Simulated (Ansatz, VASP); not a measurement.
**One calculation of InP, two programs**

The input INCAR:

```
SYSTEM = InP
PREC     = Accurate       ! precision mode
ENCUT    = 520            ! plane-wave cutoff, eV
EDIFF    = 1E-7           ! SCF threshold, eV
ISMEAR   = -1             ! smearing method
SIGMA    = 0.05           ! smearing width, eV
LREAL    = .False.        ! projectors in reciprocal space
LASPH    = .True.         ! aspherical terms in the spheres
NELM     = 100            ! most SCF steps
ALGO     = Normal         ! electronic algorithm
ISIF     = 2              ! what is computed and relaxed
LWAVE    = .False.        ! write WAVECAR
LCHARG   = .False.        ! write CHGCAR
GGA      = PS             ! functional
NBANDS   = 16             ! bands
```

File KPOINTS:

```
Automatic mesh
0
Gamma
  8 8 8
  0 0 0
```

Contents of POSCAR:

```
InP
1.0
    0.0000000000      2.9305000000      2.9305000000
    2.9305000000      0.0000000000      2.9305000000
    2.9305000000      2.9305000000      0.0000000000
In P
1 1
Direct
    0.0000000000      0.0000000000      0.0000000000
    0.7500000000      0.7500000000      0.7500000000
```

File input.yaml:

```yaml
crystal:
  lattice:
    - [0.0, 2.9305, 2.9305]
    - [2.9305, 0.0, 2.9305]
    - [2.9305, 2.9305, 0.0]
  atoms:
    - { symbol: In, position: [0.0, 0.0, 0.0] }
    - { symbol: P, position: [0.75, 0.75, 0.75] }
hamiltonian:
  xc: pbesol
  pseudopotentials: { kind: paw }
kpoints:
  mp_grid: { grid: [8, 8, 8] }
scf:
  occupations: { method: fermi_dirac, width: 0.05 }
output:
  forces: true
  stress: true
  eigenvalues: true
  write_density: true
  write_potential: true
  elf: true
  volumetric_format: npy
```

Alike in both runs: task single point; functional PBEsol; k mesh 8 × 8 × 8; occupations fermi-dirac, width 0.05 eV; no spin polarisation.

```csv
,VASP,Ansatz
version,VASP 6.6.1,Ansatz 0.2.0
potentials or method,"VASP PAW PBE potentials, release 64 (In_d, P)",Ansatz PAW
plane-wave cutoff (eV),520,420
valence electrons in the cell,18,18
```

Ansatz gave:

- gap on the k mesh at the Fermi level (eV): 0.62
- least direct gap on the mesh (eV): 0.62
- pressure (GPa): 0.6

**Question.** What did VASP give for the same quantities?

**Answer.** gap on the k mesh at the Fermi level (eV): 0.61; least direct gap on the mesh (eV): 0.61; pressure (GPa): 0.6.

Caveats: spin-orbit coupling is left out, which moves the levels of the heavy elements; the PAW data sets were made with another functional, which shifts forces and pressure a little (VASP); the PAW data sets come from PBE, with cores solved anew for the run's functional, which leaves a small shift of forces and pressure (Ansatz). A hybrid or GW would open this gap; PBEsol tends to underestimate it.
